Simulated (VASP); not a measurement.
# Si (P6/mmm) in VASP: notebook

One crystal, Si, is run at these levels: LDA; tasks: single point.

All numbers are computed with VASP 6.6.1; they aren't measurements. Logs are shortened: lines on timing, memory, paths and dates and some standing lists are left out, and cuts for length are marked.

## Step 1: The structure

It takes space group P6/mmm (No. 191, hexagonal). Conventional cell: a = 4.418 Å, b = 4.418 Å, c = 2.534 Å, α = 90.00°, β = 90.00°, γ = 120.00°. Around Si (site symmetry 6/mmm) lie 14 Si at 2.53 to 2.85 Å. Around Si (site symmetry -6m2) lie 11 Si at 2.53 to 2.85 Å.

This isn't the form of Si at room conditions, which is diamond.

## Step 2: Single point, LDA

INCAR reads:

```
SYSTEM = Si
  PREC = Accurate
  ENCUT = 520
  EDIFF = 1E-7
  ISMEAR = -1
  SIGMA = 0.1
  LREAL = .FALSE.
  LASPH = .TRUE.
  NELM = 100
  ALGO = Normal
  ISIF = 2
  LWAVE = .FALSE.
  LCHARG = .TRUE.
  LELF = .TRUE.
  LVHAR = .TRUE.
  NBANDS = 13
```

KPOINTS reads:

```
Automatic mesh
0
G
  11 11 16
  0 0 0
```

POSCAR reads:

```
Si
1.0
    4.4180367493      0.0000000000      0.0000000000
   -2.2090183747      3.8261320597      0.0000000000
    0.0000000000      0.0000000000      2.5339047928
Si
3
Direct
    1.0000000000      0.0000000000      0.0000000000
    0.3333333333      0.6666666667      0.5000000000
    0.6666666667      0.3333333333      0.5000000000
```

Potentials or basis: VASP PAW LDA potentials, release 64 (Si).

Launch:

```
$ cat potpaw_LDA.64/Si/POTCAR > POTCAR
$ mpirun -np 1 vasp_std > vasp.out
```

OUTCAR:

```text
SYSTEM = Si
   PREC = Accurate
   ENCUT = 520
   EDIFF = 1E-7
   ISMEAR = -1
   LREAL = .FALSE.
   LASPH = .TRUE.
   NELM = 100
   ISIF = 2

 ion  position               nearest neighbor table
   1  0.000  0.000  0.000-   2 2.85   3 2.85   2 2.85   3 2.85   2 2.85   2 2.85   3 2.85   3 2.85
                             3 2.85   3 2.85   2 2.85   2 2.85
   2  0.333  0.667  0.500-   3 2.55   3 2.55   3 2.55   1 2.85   1 2.85   1 2.85   1 2.85   1 2.85
                             1 2.85
   3  0.667  0.333  0.500-   2 2.55   2 2.55   2 2.55   1 2.85   1 2.85   1 2.85   1 2.85   1 2.85
                             1 2.85

  LATTYP: Found a hexagonal cell.
 ALAT       =     4.4180367493
 C/A-ratio  =     0.5735363775

  Lattice vectors:

 A1 = (   4.4180367493,   0.0000000000,   0.0000000000)
 A2 = (  -2.2090183747,   3.8261320597,   0.0000000000)
 A3 = (   0.0000000000,   0.0000000000,   2.5339047928)

Analysis of symmetry for initial positions (statically):
=====================================================================
 Subroutine PRICEL returns:
 Original cell was already a primitive cell.

 Routine SETGRP: Setting up the symmetry group for a
 hexagonal supercell.

 Subroutine GETGRP returns: Found 24 space group operations
 (whereof 24 operations were pure point group operations)
 out of a pool of 24 trial point group operations.

The static configuration has the point symmetry D_6h.

Analysis of symmetry for dynamics (positions and initial velocities):
=====================================================================
 Subroutine PRICEL returns:
 Original cell was already a primitive cell.

 Routine SETGRP: Setting up the symmetry group for a
 hexagonal supercell.

 Subroutine GETGRP returns: Found 24 space group operations
 (whereof 24 operations were pure point group operations)
 out of a pool of 24 trial point group operations.

The dynamic configuration has the point symmetry D_6h.

 Subroutine INISYM returns: Found 24 space group operations
 (whereof 24 operations are pure point group operations),
 and found     1 'primitive' translations

----------------------------------------------------------------------------------------

                                     Primitive cell

  volume of cell :      42.8331

  direct lattice vectors                    reciprocal lattice vectors
     4.418036749  0.000000000  0.000000000     0.226344880  0.130680278  0.000000000
    -2.209018375  3.826132060  0.000000000     0.000000000  0.261360555  0.000000000
[... 99 lines left out ...]
   NUPDOWN=      -1.0000    fix difference up-down
   EMIN   =  10.00;   EMAX   =-10.00  energy-range for DOS
   EFERMI =   0.00;   METHOD = LEGACY
   ISMEAR =    -1;   SIGMA  =   0.10  broadening in eV -4-tet -1-fermi 0-gaus
   EFERMI_NEDOS =   21; number of points for ismear=-14 and -15
   IALGO  =     38    algorithm
   IMIX   =      4    mixing-type and parameters
     AMIX     =   0.40;   BMIX     =  1.00
     AMIX_MAG =   1.60;   BMIX_MAG =  1.00
  volume/ion in A,a.u.               =      14.28        96.35
  Fermi-wavevector in a.u.,A,eV,Ry     =   1.071212  2.024297 15.612616  1.147495
  Thomas-Fermi vector in A             =   2.206945
   LORBIT       =      0    0 simple, 1 ext, 2 COOP (PROOUT), +10 PAW based schemes
   GGA     = CA    functional components
   LHFCALC =     F    Hartree Fock is set to
   AEXX    =    0.0000 exact exchange contribution
   IVDW    =     0    specifies the selected vdW correction
   LEPSILON=     F    determine dielectric tensor
   LRPA    =     F    only Hartree local field effects (RPA)
 non-spin polarized calculation
  energy-cutoff  :      520.00
  volume of cell :       42.83
 maximum number of plane-waves:      1181
 NGX is ok and might be reduce to    36
   NGX = 17   NGY = 17   NGZ =  9

 number of electron      12.0000000 magnetization

 Free energy of the ion-electron system (eV)
  ---------------------------------------------------
  ext. energy  EPLUGINS =         0.00000000
  ---------------------------------------------------
  free energy    TOTEN  =       -16.64983631 eV

  energy without entropy =      -16.60575673  energy(sigma->0) =      -16.62779652

 E-fermi :  10.2046     XC(G=0): -11.3079

 val. band max:       10.1922526367   @ k =   0.0909   0.0909   0.4375
 cond. band min:      10.2096365177   @ k =   0.2727   0.2727   0.3125
 fundamental gap:      0.0173838810
 Fermi energy:        10.2046491906

 k-point     1 :       0.0000    0.0000    0.0000
  band No.  band energies     occupation
      1      -4.2205      2.00000
      2       4.7875      2.00000
      3       4.9769      2.00000
      4       5.7009      2.00000
      5       5.7009      2.00000
      6       5.7726      2.00000
      7       5.7726      2.00000
      8      16.4748      0.00000
      9      17.8535      0.00000
     10      20.9815      0.00000
     11      20.9815      0.00000
     12      22.4270      0.00000
     13      22.8413      0.00000
[... 354 lines left out ...]
  band No.  band energies     occupation
      1      -3.5615      2.00000
      2       1.7313      2.00000
      3       2.5875      2.00000
      4       5.2435      2.00000
      5       6.9184      2.00000
      6       9.4835      1.99852
      7      10.2922      0.58807
      8      15.0603      0.00000
      9      16.5944      0.00000
     10      18.5604      0.00000
     11      19.5892      0.00000
     12      20.3535      0.00000
     13      20.7248      0.00000

 [... further k-points ...]

------------------------ aborting loop because EDIFF is reached ----------------------------------------

  FORCE on cell =-STRESS in cart. coord.  units (eV):
  Direction    XX          YY          ZZ          XY          YZ          ZX
  --------------------------------------------------------------------------------------
  -------------------------------------------------------------------------------------
  Total        0.0580763      0.0580763     -0.0758021     -0.0000000      0.0000000     -0.0000000
  in kB        2.1723489      2.1723489     -2.8353855     -0.0000000      0.0000000     -0.0000000
  external PRESSURE =       0.5031041 kB  Pullay stress =       0.0000000 kB

 VOLUME and BASIS-vectors are now :
 -----------------------------------------------------------------------------
  energy-cutoff  :      520.00
  volume of cell :       42.83
      direct lattice vectors                 reciprocal lattice vectors
     4.418036749  0.000000000  0.000000000     0.226344880  0.130680278  0.000000000
    -2.209018375  3.826132060  0.000000000     0.000000000  0.261360555  0.000000000
     0.000000000  0.000000000  2.533904793     0.000000000  0.000000000  0.394647819

 POSITION                                       TOTAL-FORCE (eV/Angst)
 -----------------------------------------------------------------------------------
      0.00000      0.00000      0.00000         0.000000      0.000000      0.000000
     -0.00000      2.55075      1.26695        -0.000000     -0.000000      0.000000
      2.20902      1.27538      1.26695         0.000000      0.000000      0.000000
 -----------------------------------------------------------------------------------
    total drift:                               -0.000000     -0.000000     -0.000000

  FREE ENERGIE OF THE ION-ELECTRON SYSTEM (eV)
  ---------------------------------------------------
  free  energy   TOTEN  =       -16.6498363084 eV

  energy  without entropy=      -16.6057567343  energy(sigma->0) =      -16.62779652
```

Wall time 91 s (1 thread of AMD EPYC 7R13 (Zen 3), shared host); peak memory 0.14 GiB.

What came out:

| Property | Result |
| --- | --- |
| Free energy | -16.6498 eV |
| Pressure | 0.1 GPa |
| Band gap on the k mesh | none (metal or under the smearing width) |

## Step 3: Single point, LDA

This run uses another cell than the first one, of 12.56 Å³/atom, 0.880 times its volume.

INCAR reads:

```
PREC = Accurate
ENCUT = 520
EDIFF = 1E-6
ISMEAR = -1
SIGMA = 0.1
LREAL = False
LASPH = True
NELM = 80
ALGO = Normal
ISIF = 2
LWAVE = False
LCHARG = False
GGA = CA
NBANDS = 13
```

KPOINTS reads:

```
regular mesh
0
Gamma
  11 11 16
```

POSCAR reads:

```
Si
1.0
    4.2337338020      0.0000000000      0.0000000000
   -2.1168669010      3.6665210253      0.0000000000
    0.0000000000      0.0000000000      2.4282003480
Si
3
Direct
    1.0000000000      0.0000000000      0.0000000000
    0.3333333333      0.6666666667      0.5000000000
    0.6666666667      0.3333333333      0.5000000000
```

Potentials or basis: VASP PAW LDA potentials, release 64 (Si).

Launch:

```
$ cat potpaw_LDA.64/Si/POTCAR > POTCAR
$ mpirun -np 1 vasp_std > vasp.out
```

It took 40 s on 1 thread of AMD EPYC 7R13 (Zen 3), shared host; peak memory 0.13 GiB.

The run converged. Its results:

| Property | Result |
| --- | --- |
| Free energy | -16.4027 eV |
| Pressure | 17.1 GPa |
| Band gap on the k mesh | none (metal or under the smearing width) |

Stress tensor (GPa, compression positive):
```
16.21  0.00  0.00
 0.00 16.21  0.00
 0.00  0.00 18.87
```

Levels at points of the mesh, in eV from the Fermi level:
| k point | band 2 | band 3 | band 4 | band 5 | band 6 | band 7 | band 8 | band 9 | band 10 | band 11 |
| --- | --- | --- | --- | --- | --- | --- | --- | --- | --- | --- |
| (0.00, 0.00, 0.00) | -5.31 | -5.13 | -5.13 | -5.12 | -5.07 | -5.07 | 7.04 | 8.02 | 12.44 | 12.44 |
| (0.00, 0.00, 0.50) | -9.23 | -0.88 | -0.66 | -0.66 | -0.31 | 0.65 | 0.65 | 0.82 | 0.82 | 1.18 |

Caveat: so large a pressure means that the cell lies far from this level's equilibrium, or that cutoff or potentials fall short.

## Step 4: Single point, LDA

This run uses another cell than the first one, of 15.99 Å³/atom, 1.120 times its volume.

INCAR reads:

```
PREC     = Accurate       # precision mode
ENCUT    = 520            # plane-wave cutoff, eV
EDIFF    = 1E-7           # SCF threshold, eV
ISMEAR   = -1             # smearing method
SIGMA    = 0.1            # smearing width, eV
LREAL    = False          # projectors in reciprocal space
LASPH    = True           # aspherical terms in the spheres
NELM     = 60             # most SCF steps
ALGO     = Normal         # electronic algorithm
ISIF     = 2              # what is computed and relaxed
LWAVE    = False          # write WAVECAR
LCHARG   = False          # write CHGCAR
NBANDS   = 13             # bands
```

KPOINTS is that of step 3.

POSCAR reads:

```
Si
1.0
    4.5881259525      0.0000000000      0.0000000000
   -2.2940629763      3.9734336306      0.0000000000
    0.0000000000      0.0000000000      2.6314571382
Si
3
Direct
    1.0000000000      0.0000000000      0.0000000000
    0.3333333333      0.6666666667      0.5000000000
    0.6666666667      0.3333333333      0.5000000000
```

Launch:

```
$ cat potpaw_LDA.64/Si/POTCAR > POTCAR
$ mpirun -np 1 vasp_std > vasp.out
```

Run time: 59 s. Hardware: 1 thread of AMD EPYC 7R13 (Zen 3), shared host; peak memory 0.15 GiB.

It converged, with:

```yaml
Free_energy: -16.4917 eV
Pressure: -9.0 GPa
Band_gap_on_the_k_mesh: none (metal or under the smearing width)
```

Stress tensor (GPa, compression positive):
```
 -8.43   0.00   0.00
  0.00  -8.43   0.00
  0.00   0.00 -10.08
```

Levels at points of the mesh, in eV from the Fermi level:
```csv
k point,band 2,band 3,band 4,band 5,band 6,band 7,band 8,band 9,band 10,band 11
"(0.00, 0.00, 0.00)",-5.49,-5.30,-3.97,-3.97,-3.89,-3.89,5.67,7.39,9.49,9.49
"(0.00, 0.00, 0.50)",-7.78,-0.85,-0.81,-0.51,-0.51,-0.30,0.16,0.93,0.93,1.20
```

## Step 5: The runs side by side

```tsv
cell	gap on the mesh (eV)	pressure (GPa)
P6/mmm, 14.28 Å³/atom	none	0.1
P6/mmm, 12.56 Å³/atom	none	17.1
P6/mmm, 15.99 Å³/atom	none	-9.0
```

Alike in all rows: task single point; level LDA; potentials or basis VASP PAW LDA potentials, release 64 (Si); no spin polarisation; k mesh 11 × 11 × 16; cutoff (eV) 520; smearing fermi-dirac 0.1 eV.

Every run on the cell as given and a fine mesh finds a metal.

Caveats: so large a pressure means that the cell lies far from this level's equilibrium, or that cutoff or potentials fall short (some runs).

Absolute energies hang on the potentials; compare differences alone.
